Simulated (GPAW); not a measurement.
Set up this calculation in GPAW 26.7.0, as an ASE script.

- Task: single point
- Functional: RPBE
- Potentials or basis: the program's PAW data sets (release 1.2.1) made for this functional
- Cutoff: 600 eV
- Basis: pw
- k mesh: 13 × 13 × 13
- Occupations: gaussian, width 0.1 eV
- Spin: collinear spin, ferromagnetic start
- Starting moments: [3.0] μB
- Maxiter: 150

The structure of Fe lies in POSCAR:

```
Fe
1.0
   -1.4430000000      1.4430000000      1.4430000000
    1.4430000000     -1.4430000000      1.4430000000
    1.4430000000      1.4430000000     -1.4430000000
Fe
1
Direct
    0.0000000000      0.0000000000      0.0000000000
```

These files were run (other wordings do the same):

run.py

```python
from ase.dft.bandgap import bandgap
from ase.io import read, write
from ase.units import GPa
from gpaw import GPAW, PW

atoms = read('POSCAR')
atoms.set_initial_magnetic_moments([3.0])

calc = GPAW(mode=PW(600),
            xc='RPBE',
            kpts={'size': (13, 13, 13), 'gamma': True},
            occupations={'name': 'methfessel-paxton', 'order': 0, 'width': 0.1},
            nbands=12,
            convergence={'density': 1e-05, 'energy': 1e-05},
            maxiter=150,
            txt='gpaw.txt')
atoms.calc = calc
energy = atoms.get_potential_energy()
forces = atoms.get_forces()
stress = atoms.get_stress()
calc.write('gs.gpw')
write('result.traj', atoms)
print(f'Energy: {energy:.6f} eV')
print('Forces (eV/A):')
print(forces.round(4))
print('Stress (GPa):', (stress / GPa).round(3))
print('Moments:', calc.get_magnetic_moments().round(3))
print('Fermi level:', round(calc.get_fermi_level(), 4), 'eV')
print(f'Gap: {bandgap(calc)[0]:.4f} eV, direct: {bandgap(calc, direct=True)[0]:.4f} eV')
```

Potentials or basis: the program's PAW data sets (release 1.2.1) made for this functional, pw.

Run with:

```console
$ OMP_NUM_THREADS=1 python run.py
```

It gave:

```json
{
 "Pressure": "-1.3 GPa",
 "Band gap on the k mesh": "none (metal or under the smearing width)",
 "Net moment": "2.30 μB per cell",
 "Site moments": "Fe +2.36 μB"
}
```

Wall time 17 s on 1 thread of Intel(R) Xeon(R) Platinum 8488C (Sapphire Rapids) (shared host), peak memory 0.14 GiB.
